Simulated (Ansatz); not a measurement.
Crystal: C.

```xyz
2
Lattice="0.0000 1.7834 1.7834 1.7834 0.0000 1.7834 1.7834 1.7834 0.0000" Properties=species:S:1:pos:R:3 pbc="T T T"
C     2.6442    2.7223    2.6464
C     1.7769    1.7472    1.8586
```

This isn't the form of C at room conditions, which is graphite.

The cell isn't the ideal one: atoms moved at random, drawn with an rms of 0.1 Å.

* Program: Ansatz 0.2.0
* Task: relaxation of the atoms
* Functional: PBEsol
* Potentials or basis: all-electron PAW datasets made for the crystal
* k mesh: 10 × 10 × 10
* Occupations: fixed
* Spin: no spin polarisation

At the start: volume 5.67 Å³/atom.

Problem. Where does the relaxation end?

Solution. Over 5 steps the energy falls by 155.2 meV/atom; space group Fd-3m (No. 227, to 0.05 Å).

The path:
| step | energy change (eV) | largest force (eV/Å) |
| --- | --- | --- |
| 1 | 0.0000 | 4.4556 |
| 2 | -0.2252 | 2.4232 |
| 3 | -0.3104 | 0.0149 |
| 4 | -0.3104 | 0.0149 |
| 5 | -0.3104 | 0.0000 |

Final structure:
```
C
1.0
     0.00000    1.78337    1.78337
     1.78337    0.00000    1.78337
     1.78337    1.78337    0.00000
C
2
Direct
  0.76331 0.74975 0.73981
  0.51331 0.49975 0.48981
```
